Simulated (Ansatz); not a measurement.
Convergence notes, G0W0 on RbBr (rocksalt)

Rocksalt RbBr, relaxed with r2SCAN; one-shot G0W0 in Ansatz without spin-orbit coupling. Calculated for a static, non-magnetic cell.

```
CELL_PARAMETERS angstrom
0.00000 3.46083 3.46083
3.46083 0.00000 3.46083
3.46083 3.46083 0.00000
ATOMIC_POSITIONS crystal
Rb 0.00000 0.00000 0.00000
Br 0.50000 0.50000 0.50000
```

Gaps are read over the mesh points alone. G0W0 values are finite-basis, finite-mesh values.

| start | potentials | frequency model | mesh | empty bands | screening cutoff (eV) | Kohn-Sham gap (eV) | G0W0 gap (eV) |
| --- | --- | --- | --- | --- | --- | --- | --- |
| PBE | PAW | contour deformation | 4×4×4 | 188 | 100 | 4.29 | 6.68 |
| PBE | PAW | contour deformation | 4×4×4 | 454 | 180 | 4.29 | 6.85 |
| PBE | PAW | contour deformation | 4×4×4 | 882 | 260 | 4.29 | 6.90 |
| HSE06 | PAW | contour deformation | 4×4×4 | 454 | 180 | 5.44 | 7.40 |
| r2SCAN | PAW | contour deformation | 4×4×4 | 454 | 180 | 4.89 | 7.15 |
| PBE0 | PAW | contour deformation | 4×4×4 | 454 | 180 | 6.16 | 7.62 |
| PBE | PAW | Godby-Needs pole | 4×4×4 | 454 | 180 | 4.29 | 6.83 |
| PBE | PAW | contour deformation | 6×6×6 | 134 | 80 | 4.29 | 6.59 |
| PBE | norm-conserving | contour deformation | 4×4×4 | 454 | 180 | 4.29 | 6.79 |

The quasiparticle gap on this mesh is 6.90 eV (direct at Γ), against 4.29 eV from PBE: +2.61 eV. Renormalisation factors Z lie between 0.80 and 0.86.

Raising bands and cutoff together moves the gap by +0.17 eV (100 to 180 eV), then +0.05 eV (180 to 260 eV); the last step is still large, so the basis limit isn't reached. Starting from HSE06 (5.44 eV against PBE's 4.29 eV) gives 7.40 eV, +0.55 eV from G0W0@PBE at the same screening cutoff. Starting from r2SCAN (4.89 eV against PBE's 4.29 eV) gives 7.15 eV, +0.30 eV from G0W0@PBE at the same screening cutoff. Starting from PBE0 (6.16 eV against PBE's 4.29 eV) gives 7.62 eV, +0.77 eV from G0W0@PBE at the same screening cutoff. The Godby-Needs plasmon pole differs from contour deformation by -0.02 eV. Norm-conserving potentials (wave cutoff 630 eV against 420 eV) shift the quasiparticle gap by -0.06 eV and the PBE gap by 0.00 eV. r2SCAN runs take a wave cutoff of 500 eV.
